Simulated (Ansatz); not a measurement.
# Pd (Fm-3m) in Ansatz: further runs

The runs below take Pd through single point, equation of state, with PBE+D4.

Program: Ansatz 0.2.0. These are calculated values, not measurements. Logs are shortened: lines on timing, memory, paths and dates and some standing lists are left out, and cuts for length are marked.

## 1. The crystal as given

Symmetry: Fm-3m, No. 225, cubic system. The conventional cell has a = 3.893 Å, b = 3.893 Å, c = 3.893 Å, α = 90.00°, β = 90.00°, γ = 90.00°. Pd (site symmetry m-3m) is surrounded by 12 Pd at 2.75 Å.

## 2. Single point, PBE+D4, 13.87 Å³/atom (volume scaled by 0.94)

The input, input.yaml:

```yaml
crystal:
  lattice:
    - [0.0, 1.9067643606, 1.9067643606]
    - [1.9067643606, 0.0, 1.9067643606]
    - [1.9067643606, 1.9067643606, 0.0]
  atoms:
    - { symbol: Pd, position: [0.0, 0.0, 0.0] }
hamiltonian:
  xc: pbe
  pseudopotentials: { kind: paw }
  dispersion: d4
kpoints:
  mp_grid: { grid: [12, 12, 12] }
scf:
  occupations: { method: fermi_dirac, width: 0.05 }
output:
  forces: true
  stress: true
  eigenvalues: true
```

Potentials or basis: Ansatz PAW.

Started as:

```bash
$ ansatz run input.yaml --threads 2 --pin off --max-ram 5120MiB --backend cpu --events-out ev --progress --plain --runs-dir out
```

Log:

```text
Warning: RAYON_NUM_THREADS=2 ignored (pool sized by the plan → 2); use --threads N
Engine: ansatz 0.2.0, x86_64-unknown-linux-gnu
Pseudopotentials: kind: paw
Pseudopotential: Pd, paw, valence charge 18, recommended cutoff 420 eV (normal), Pd.paw.azcp
Functional definition: PBE
  parameter kappa = 0.804
  parameter beta = 0.06672455060314922
  exchange = pbe_x(kappa = kappa, mu = beta*pi^2/3)
  correlation = pbe_c(beta = beta)
Crystal: 1 atoms, lattice volume = 13.865 Å³
Basis set: ecut = 420 eV, 283 PW (Γ), exchange–correlation on 40×40×40 points (8 copies of the dense FFT grid, shifted against one another)
Bands: 13, of which v1, the nominal top of the filled ones, is band 9 counted from 1 (8 counted from 0)
Symmetry: 48 space group operations
Space group: Fm-3m (ITA 225), of the structure as read, at distance tolerance 2.4e-5 Å
k-points: 72 of 1728
Non-local potential: Pd, projectors of the file, l = 0: 2, l = 1: 2, l = 2: 2, l = 3: 1
PAW form: soft (Blöchl's): semilocal exchange-correlation on the pseudo side does not see the compensation charge
PAW one-centre angular grid: Pd, 590 points (default); XC on 64 Gauss nodes
Initial density: superposition of atomic densities (neutral atoms: chi_scale 0, normalization atom), corrected by the library's trained network
Initial wavefunctions: pseudopotential atomic-orbital guess
Functional: x = pbe(κ = 0.804, μ = 0.2195149727645171), c = pbe(β = 0.06672455060314922)
SCF iter   1: F=—  HF=-6973.295738 eV  |F-HF|=—  |Δ(HF+E_count)|=         —  Δρ=3.62e-3  dr2=8.76e-4  ethr=1.77e-3  ⟨swp⟩=5.6  Hψ=5405  notcnv=0
preconditioner: auto → none  [metal: Δε(μ)=0.007 eV  Ē_g=14.987 eV  σ=0.050 eV  W_gap=0.04  n_scr=0 (ndim 8)  ℏωp=31.5 eV  f_vac=0.000  D(μ)=2.29/eV (n_scr^D=50)]
SCF iter   2: F=—  HF=-6973.295805 eV  |F-HF|=—  |Δ(HF+E_count)|=   6.69e-5  Δρ=1.81e-3  dr2=1.51e-4  ethr=4.87e-6  ⟨swp⟩=2.5  Hψ=1969  notcnv=0
SCF iter   3: F=—  HF=-6973.295816 eV  |F-HF|=—  |Δ(HF+E_count)|=   1.09e-5  Δρ=9.00e-4  dr2=2.12e-5  ethr=8.37e-7  ⟨swp⟩=2.3  Hψ=1370  notcnv=0
SCF iter   4: F=—  HF=-6973.295843 eV  |F-HF|=—  |Δ(HF+E_count)|=   2.65e-5  Δρ=2.02e-4  dr2=1.10e-6  ethr=1.18e-7  ⟨swp⟩=2.0  Hψ=1206  notcnv=0
iter 5 did not close the SCF: its close was put off for the readings that it lacked (scf_convergence_deferred on its scf_iter line)
SCF iter   5: F=-6973.295844 eV  HF=-6973.295844 eV  |F-HF|=2.40e-8  |Δ(HF+E_count)|=   1.76e-6  Δρ=2.10e-5  dr2=1.37e-8  ethr=6.09e-9  ⟨swp⟩=2.6  Hψ=1284  notcnv=0
SCF iter   6: F=-6973.295844 eV  HF=-6973.295844 eV  |F-HF|=4.00e-11  |Δ(HF+E_count)|=   2.57e-8  Δρ=8.76e-7  dr2=3.19e-11  ethr=7.59e-11  ⟨swp⟩=1.4  Hψ=2986  notcnv=0
SCF 1 converged in 6 iterations: F = -6973.295844 eV  dr2 = 3.19e-11
SCF converged after 6 iterations
Free energy (F): -6973.295844 eV
Harris-Foulkes:  -6973.295844 eV  (|F-HF|=4.00e-11)
Internal energy: -6973.277880 eV  (E = F + TS)
E sigma→0 (E₀):  -6973.286862 eV
Entropy (-TS):   -0.017965 eV (-17.965 meV/atom)
Fermi energy:    21.491079 eV
--- Per-component energies (eV) ---
  E_band       = -110.206506
  E_kinetic    = 515.630026
  E_local      = -1661.391833  (includes V_loc(G=0)·N_el)
  E_nonlocal   = 216.937627
  E_hartree    = 680.493277
  E_xc         = -169.634264
  E_vxc        = -212.948598  (∫ρ·V_xc dr)
  E_paw        = -3750.222207  (= ΣΔE_a)
  E_vpaw       = -329.420342  (= ΣTr[D̂ρ^β])
  E_aug_tail   = 0.000243  (compensation charges beyond the density's cutoff)
  E_ewald      = -2804.568605
  E_disp       = -0.522144  (pairwise vdW)
  E_smearing   = -0.017965  (= −TS)
  E_closure    = -0.000000  (closes the sum)
  Σ components = -6973.295844   (vs F -6973.295844, Δ=0.00e0)
--- Forces (eV/Å), atoms counted from 1 ---
  atom   1  Pd    -0.00000000     0.00000000    -0.00000000
  max |Σ_I F_I| component: 2.67e-32 eV/Å
--- Stress (GPa, compression-positive) ---
       16.185820       0.000000       0.000000
        0.000000      16.185820       0.000000
        0.000000      -0.000000      16.185820
  P = ⅓ Tr σ = 16.1858 GPa (161.858 kbar)
--- Band table (eV; the first three rows and the last of 72) ---
  k-point 0: bands = ["-62.8324", "-28.2797", "-28.2797", "-28.2797", "13.8845", "18.3717", "18.3717", "18.3717", "20.1546", "20.1546", "38.5381", "43.5823", "43.5823"]
  k-point 1: bands = ["-62.8276", "-28.3149", "-28.2846", "-28.2846", "14.1499", "18.2755", "18.4648", "18.4648", "20.1101", "20.1101", "38.8410", "42.1602", "43.9201"]
  k-point 2: bands = ["-62.8144", "-28.4106", "-28.2980", "-28.2980", "14.8612", "18.1114", "18.6530", "18.6530", "20.0786", "20.0786", "39.0593", "39.9935", "44.8230"]
  k-point 71: bands = ["-62.7362", "-28.6195", "-28.6195", "-28.4754", "16.7249", "17.7753", "17.7753", "20.0328", "21.8448", "30.8026", "30.8026", "32.3897", "33.6230"]
```

It took 0.45 s on 2 threads of Intel Xeon Platinum 8488C (Sapphire Rapids), shared host; peak memory 0.33 GiB.

What came out:

| Item | Value |
| --- | --- |
| Free energy | -6973.2958 eV |
| Pressure | 16.2 GPa |
| Band gap on the k mesh | none (metal or under the smearing width) |

Caveat: pairwise dispersion overbinds metals, which lowers pressure and volume.

## 3. Single point, PBE+D4, 14.16 Å³/atom (volume scaled by 0.96)

input.yaml: that of step 2 with these lines changed.

```diff
@@ -2,5 +2,5 @@
   lattice:
-    - [0.0, 1.9067643606, 1.9067643606]
-    - [1.9067643606, 0.0, 1.9067643606]
-    - [1.9067643606, 1.9067643606, 0.0]
+    - [0.0, 1.9201927211, 1.9201927211]
+    - [1.9201927211, 0.0, 1.9201927211]
+    - [1.9201927211, 1.9201927211, 0.0]
   atoms:
```

Potentials or basis: Ansatz PAW.

Started as:

```bash
$ ansatz run input.yaml --threads 2 --pin off --max-ram 5120MiB --backend cpu --events-out ev --progress --plain --runs-dir out
```

Wall time 0.44 s (2 threads of Intel Xeon Platinum 8488C (Sapphire Rapids), shared host); peak memory 0.33 GiB.

The run converged. Its results:

```yaml
Free_energy: -6973.3206 eV
Pressure: 10.8 GPa
Band_gap_on_the_k_mesh: none (metal or under the smearing width)
```

Caveat: pairwise dispersion overbinds metals, which lowers pressure and volume.

## 4. Single point, PBE+D4, 14.46 Å³/atom (volume scaled by 0.98)

input.yaml: that of step 3 with these lines changed.

```diff
@@ -2,5 +2,5 @@
   lattice:
-    - [0.0, 1.9201927211, 1.9201927211]
-    - [1.9201927211, 0.0, 1.9201927211]
-    - [1.9201927211, 1.9201927211, 0.0]
+    - [0.0, 1.933435848, 1.933435848]
+    - [1.933435848, 0.0, 1.933435848]
+    - [1.933435848, 1.933435848, 0.0]
   atoms:
```

Started as:

```bash
$ ansatz run input.yaml --threads 2 --pin off --max-ram 5120MiB --backend cpu --events-out ev --progress --plain --runs-dir out
```

Run time: 0.44 s. Hardware: 2 threads of Intel Xeon Platinum 8488C (Sapphire Rapids), shared host; peak memory 0.33 GiB.

The run converged. Its results:

- Free energy: -6973.3360 eV
- Pressure: 6.1 GPa
- Band gap on the k mesh: none (metal or under the smearing width)

Caveat: pairwise dispersion overbinds metals, which lowers pressure and volume.

## 5. Single point, PBE+D4, 14.75 Å³/atom

input.yaml: that of step 4 with these lines changed.

```diff
@@ -2,5 +2,5 @@
   lattice:
-    - [0.0, 1.933435848, 1.933435848]
-    - [1.933435848, 0.0, 1.933435848]
-    - [1.933435848, 1.933435848, 0.0]
+    - [0.0, 1.9465, 1.9465]
+    - [1.9465, 0.0, 1.9465]
+    - [1.9465, 1.9465, 0.0]
   atoms:
```

Started as:

```bash
$ ansatz run input.yaml --threads 2 --pin off --max-ram 5120MiB --backend cpu --events-out ev --progress --plain --runs-dir out
```

Run time: 0.44 s. Hardware: 2 threads of Intel Xeon Platinum 8488C (Sapphire Rapids), shared host; peak memory 0.33 GiB.

The run converged. Its results:

```yaml
Free_energy: -6973.3432 eV
Pressure: 1.9 GPa
Band_gap_on_the_k_mesh: none (metal or under the smearing width)
```

Caveat: pairwise dispersion overbinds metals, which lowers pressure and volume.

## 6. Single point, PBE+D4, 15.05 Å³/atom (volume scaled by 1.02)

input.yaml: that of step 5 with these lines changed.

```diff
@@ -2,5 +2,5 @@
   lattice:
-    - [0.0, 1.9465, 1.9465]
-    - [1.9465, 0.0, 1.9465]
-    - [1.9465, 1.9465, 0.0]
+    - [0.0, 1.9593911042, 1.9593911042]
+    - [1.9593911042, 0.0, 1.9593911042]
+    - [1.9593911042, 1.9593911042, 0.0]
   atoms:
```

Potentials or basis: Ansatz PAW.

Started as:

```bash
$ ansatz run input.yaml --threads 2 --pin off --max-ram 5120MiB --backend cpu --events-out ev --progress --plain --runs-dir out
```

It took 0.48 s on 2 threads of Intel Xeon Platinum 8488C (Sapphire Rapids), shared host; peak memory 0.33 GiB.

It converged, with:

| Quantity | Value |
| --- | --- |
| Free energy | -6973.3433 eV |
| Pressure | -1.8 GPa |
| Band gap on the k mesh | none (metal or under the smearing width) |

Caveat: pairwise dispersion overbinds metals, which lowers pressure and volume.

## 7. Single point, PBE+D4, 15.34 Å³/atom (volume scaled by 1.04)

input.yaml: that of step 6 with these lines changed.

```diff
@@ -2,5 +2,5 @@
   lattice:
-    - [0.0, 1.9593911042, 1.9593911042]
-    - [1.9593911042, 0.0, 1.9593911042]
-    - [1.9593911042, 1.9593911042, 0.0]
+    - [0.0, 1.9721147795, 1.9721147795]
+    - [1.9721147795, 0.0, 1.9721147795]
+    - [1.9721147795, 1.9721147795, 0.0]
   atoms:
```

Started as:

```bash
$ ansatz run input.yaml --threads 2 --pin off --max-ram 5120MiB --backend cpu --events-out ev --progress --plain --runs-dir out
```

Run time: 0.44 s. Hardware: 2 threads of Intel Xeon Platinum 8488C (Sapphire Rapids), shared host; peak memory 0.33 GiB.

Results (log left out):

| Property | Result |
| --- | --- |
| Free energy | -6973.3370 eV |
| Pressure | -5.0 GPa |
| Band gap on the k mesh | none (metal or under the smearing width) |

Caveat: pairwise dispersion overbinds metals, which lowers pressure and volume.

## 8. Single point, PBE+D4, 15.64 Å³/atom (volume scaled by 1.06)

input.yaml: that of step 7 with these lines changed.

```diff
@@ -2,5 +2,5 @@
   lattice:
-    - [0.0, 1.9721147795, 1.9721147795]
-    - [1.9721147795, 0.0, 1.9721147795]
-    - [1.9721147795, 1.9721147795, 0.0]
+    - [0.0, 1.9846763588, 1.9846763588]
+    - [1.9846763588, 0.0, 1.9846763588]
+    - [1.9846763588, 1.9846763588, 0.0]
   atoms:
```

Started as:

```bash
$ ansatz run input.yaml --threads 2 --pin off --max-ram 5120MiB --backend cpu --events-out ev --progress --plain --runs-dir out
```

Run time: 0.43 s. Hardware: 2 threads of Intel Xeon Platinum 8488C (Sapphire Rapids), shared host; peak memory 0.33 GiB.

Results (log left out):

```
Free energy            : -6973.3252 eV
Pressure               : -7.8 GPa
Band gap on the k mesh : none (metal or under the smearing width)
```

Caveat: pairwise dispersion overbinds metals, which lowers pressure and volume.

## 9. Equation of state, PBE+D4

Potentials or basis: Ansatz PAW.

No new run: the results of the series are fitted here.

Results:

| Property | Result |
| --- | --- |
| Equilibrium volume | 14.90 Å³/atom |
| Bulk modulus | 185 GPa |
| Pressure derivative of the bulk modulus | 5.5 |

Energy against volume, from the lowest point:
| volume (Å³/atom) | energy (meV/atom) |
| --- | --- |
| 13.865 | 47.46 |
| 14.160 | 22.74 |
| 14.455 | 7.32 |
| 14.750 | 0.07 |
| 15.045 | 0.00 |
| 15.340 | 6.27 |
| 15.635 | 18.11 |

Zero-point motion and thermal expansion aren't in these numbers.
